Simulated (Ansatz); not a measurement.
# A series in volume scale on Zr

Periodic Kohn-Sham DFT of a crystal at fixed atoms, scaled to volume_scale times the given cell; pressure positive in compression, energy less spherical unpolarised free atoms, largest_vzz the field gradient of largest size among the nuclei. The results are calculated, by Ansatz 0.2.0.

The cell before it is scaled or strained (space group Im-3m, No. 229):
```
CELL_PARAMETERS angstrom
-1.81000 1.81000 1.81000
1.81000 -1.81000 1.81000
1.81000 1.81000 -1.81000
ATOMIC_POSITIONS crystal
Zr 0.00000 0.00000 0.00000
```

Settings of every row: method all-electron LAPW; functional PBEsol; relativity scalar; k mesh 14x14x14; filling fermi-dirac; smearing width 0.08 eV; basis error target 0.5 meV/atom; nucleus gaussian.

Atom start moment: 0 on all atoms.

```csv
row,volume scale,V (Å³/atom),energy less free atoms (eV/atom),pressure (GPa)
1,0.94,22.296,-7.7948,-1.83
2,0.95,22.533,-7.7914,-2.727
3,0.96,22.77,-7.7867,-3.586
4,0.98,23.245,-7.7737,-5.195
5,0.99,23.482,-7.7654,-5.947
6,1,23.719,?,?
7,1.01,23.956,-7.7457,-7.358
8,1.02,24.193,-7.7343,-8.017
9,1.04,24.668,-7.7087,-9.252
10,1.05,24.905,-7.6946,-9.829
11,1.06,25.142,-7.6796,-10.381
```

Question: what energy less free atoms and pressure should row 6 give?

Worked fit of energy less free atoms. Take u = (V_r/V)^(2/3) − 1 with V_r = 23.719 Å³ an atom, which is twice the finite (Eulerian) strain; such expansions in the strain, on which the Birch-Murnaghan equation of state is built, carry the rest volume and the bulk modulus. The shown rows have u = 0.04211, 0.03479, 0.0276, 0.01355, 0.00672, -0.00661, -0.0131, -0.02581, -0.032, -0.0381. Least squares give energy less free atoms = −7.75607 − 1.481 × u + 13.581 × u² − 5.8 × u³ eV/atom; a parabola predicts inner rows, each left out in turn, worse (root mean square 7.6e-05 against 3.2e-05 eV/atom). All shown rows lie on it to the printed digit. The withheld row has u = 0, so the fit gives −7.75607 − 1.481 × (0) + 13.581 × (0)² − 5.8 × (0)³ = -7.7561 eV/atom.

The calculation gave -7.7561 eV/atom. The fit meets it to the printed digit.

Worked fit of pressure. Take u = (V_r/V)^(2/3) − 1 with V_r = 23.719 Å³ an atom, which is twice the finite (Eulerian) strain; such expansions in the strain, on which the Birch-Murnaghan equation of state is built, carry the rest volume and the bulk modulus. The shown rows have u = 0.04211, 0.03479, 0.0276, 0.01355, 0.00672, -0.00661, -0.0131, -0.02581, -0.032, -0.0381. Least squares give pressure = −6.6683 + 105.729 × u + 217.43 × u² GPa; a straight line predicts inner rows, each left out in turn, worse (root mean square 0.12 against 0.00098 GPa). The rows lie off it by 0.000, 0.000, -0.001, 0.001, 0.001, 0.000, -0.001, 0.000, 0.000, 0.000. The withheld row has u = 0, so the fit gives −6.6683 + 105.729 × (0) + 217.43 × (0)² = -6.668 GPa.

The calculation gave -6.668 GPa. The fit meets it to the printed digit.
